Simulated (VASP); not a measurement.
Crystal: BeTe.

```
CELL_PARAMETERS angstrom
0.00000 2.77000 2.77000
2.77000 0.00000 2.77000
2.77000 2.77000 0.00000
ATOMIC_POSITIONS crystal
Be 0.00000 0.00000 0.00000
Te 0.25000 0.25000 0.25000
```

| Item | Value |
| --- | --- |
| Program | VASP 6.6.1 |
| Task | relaxation of cell and atoms |
| Functional | PBE |
| Potentials or basis | VASP PAW PBE potentials, release 64 (Be, Te) |
| Cutoff | 600 eV |
| k mesh | 8 × 8 × 8 |
| Occupations | gaussian, width 0.02 eV |
| Spin | no spin polarisation |

At the start: pressure 4.5 GPa; volume 21.25 Å³/atom.

Task: Where does the relaxation end?

Result: Over 3 steps the energy falls by 19.8 meV/atom and the volume is 22.76 Å³/atom (+7.1 %); space group F-43m (No. 216, to 0.05 Å).

Step by step:
| step | energy change (eV) | largest force (eV/Å) | pressure (GPa) | volume (Å³) |
| --- | --- | --- | --- | --- |
| 1 | 0.0000 | 0.0000 | 4.45 | 42.51 |
| 2 | -0.0377 | 0.0000 | -0.85 | 46.25 |
| 3 | -0.0396 | 0.0000 | 0.01 | 45.52 |

Final structure:
```cif
data_structure
_symmetry_space_group_name_H-M 'P 1'
_symmetry_Int_Tables_number 1
_cell_length_a 4.0079
_cell_length_b 4.0079
_cell_length_c 4.0079
_cell_angle_alpha 60.000
_cell_angle_beta 60.000
_cell_angle_gamma 60.000
_cell_volume 45.52
loop_
_atom_site_label
_atom_site_type_symbol
_atom_site_fract_x
_atom_site_fract_y
_atom_site_fract_z
_atom_site_occupancy
Be1 Be 0.00000 0.00000 0.00000 1
Te1 Te 0.25000 0.25000 0.25000 1
```
